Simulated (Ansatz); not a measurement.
Crystal: C, simple cubic type, 1 atom in the cell.

Method: PBE, plane waves, PAW datasets (generated soft set 1) in Ansatz 0.2.0 development build.

Cutoff 700 eV; k-mesh 31×31×31 Γ-centred; Fermi–Dirac smearing of 0.0612 eV; no spin polarisation.

The fit to the energies gives V₀ = 5.587 Å³/atom (a₀ = 1.774 Å), B₀ = 324 GPa, B₀′ = 3.83.

Problem. What pressure does the program print at V = 5.831 Å³/atom, and how far above the lowest computed point (V = 5.607 Å³/atom) does the energy lie?

Solution. -12.80 GPa and 10.04 meV/atom. All points:

```tsv
V (Å³/atom)	a (Å)	E − E(min) (meV/atom)	P (GPa)
5.383	1.7526	7.94	12.90
5.495	1.7646	1.51	5.57
5.607	1.7766	0.00	-1.15
5.719	1.7883	2.98	-7.27
5.831	1.7999	10.04	-12.80
5.944	1.8114	20.77	-17.78
```

The published all-electron PBE values for this crystal (mean of FLEUR and WIEN2k, k-spacing 0.06 Å⁻¹; Bosoni et al., Nat. Rev. Phys. 6, 45 (2024)) are V₀ = 5.582 Å³/atom, B₀ = 330.1 GPa, B₀′ = 4.32. This run's mesh is coarser (spacing 0.11 Å⁻¹), so part of any difference comes from k-sampling.

The stress includes the program's correction for the finite plane-wave basis.

This cubic structure is a model: it isn't the usual form of the substance at ambient conditions, and such phases are metastable or hypothetical. The k-mesh is modest, so these values aren't fully converged in k.
